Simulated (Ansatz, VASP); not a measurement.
## One calculation of HfN, two programs

```
Hf N
1.0
     0.00000    2.45482    2.45482
     2.45482    0.00000    2.45482
     2.45482    2.45482    0.00000
Hf N
1 1
Direct
  0.99847 0.99706 0.99660
  0.26378 0.24281 0.23936
```

Change from the starting cell: atoms moved at random, drawn with an rms of 0.05 Å.

Alike in both runs: task single point; functional PBEsol; k mesh 9 × 9 × 9; occupations fermi-dirac, width 0.05 eV; no spin polarisation.

|  | VASP | Ansatz |
| --- | --- | --- |
| version | VASP 6.6.1 | Ansatz 0.2.0 |
| potentials or method | VASP PAW PBE potentials, release 64 (Hf_pv, N) | Ansatz PAW |
| plane-wave cutoff (eV) | 520 | 420 |
| valence electrons in the cell | 15 | 31 |

VASP gave:

```
gap on the k mesh at the Fermi level (eV)       : none
pressure (GPa)                                  : -5.7
largest component of the traceless stress (GPa) : 1.58
rms of the force components (eV/Å)              : 0.320
```

Problem. Estimate Ansatz's values.

Solution. gap on the k mesh at the Fermi level (eV): none; pressure (GPa): -4.8; largest component of the traceless stress (GPa): 1.58; rms of the force components (eV/Å): 0.319.

Atom by atom the forces differ by 0.001 eV/Å (rms over components). A gap of «none» marks a metal or a gap that the smearing closes. The functional is the same, so the differences come from potentials, cutoffs and numerics. The two sets of potentials don't hold the same shells in valence.

Caveats: the PAW data sets were made with another functional, which shifts forces and pressure a little (VASP); the pressure holds a Pulay correction of +0.4 GPa for the finite cutoff (Ansatz); the PAW data sets come from PBE, with cores solved anew for the run's functional, which leaves a small shift of forces and pressure (Ansatz). Spin-orbit coupling is left out, which matters for the levels of Hf.
